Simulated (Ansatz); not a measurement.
# How much do the gradients of HfSiO4 depend on the method?

Cell: a structure deposited in the COD, ions relaxed with PBE at fixed cell.

Space group I4_1/amd:1 (No. 141); a = 6.5725, c = 5.9632 Å.

```csv
site,Wyckoff,site symmetry,x,y,z
Hf,4a,-4m2,0.0000,0.5000,0.2500
Si,4b,-4m2,0.5000,0.0000,0.2500
O,16h,.m.,0.5000,0.3147,0.8193
```

One atom of each set is listed; the run and its k-mesh use a cell of 12 atoms with edges of 5.52, 5.52, 5.52 Å.

First run. All values are calculated (Ansatz; DFT, PBE, plane waves and PAW, scalar-relativistic, 420 eV cutoff, Γ-centred 7×7×7 k-points, Fermi–Dirac smearing 0.02 eV), not measured.

| site | V_zz (10²¹ V/m²) | η |
| --- | --- | --- |
| Hf | 14.29 | 0.00 |
| Si | -2.06 | 0.00 |
| O | 4.79 | 0.86 |

Second run. The same atoms and settings, except that the functional is PBEsol.

Question: Given the first result, estimate the second.

Answer: 

| site | V_zz | η | change of V_zz |
| --- | --- | --- | --- |
| Hf | 14.43 | 0.00 | +0.14 |
| Si | -2.07 | 0.00 | -0.01 |
| O | 4.59 | 0.88 | -0.20 |

The largest change of V_zz is on O, from 4.79 to 4.59. In per cent, |V_zz| changes by +1 on Hf, 0 on Si, -4 on O (all sites that start above 0.5).

Without spin–orbit coupling the gradients at and beside Hf can be off by some per cent, at some sites by more.
For the first run: At this cell the PBE pressure is 7 GPa, so with PBE the cell would grow if it were relaxed.
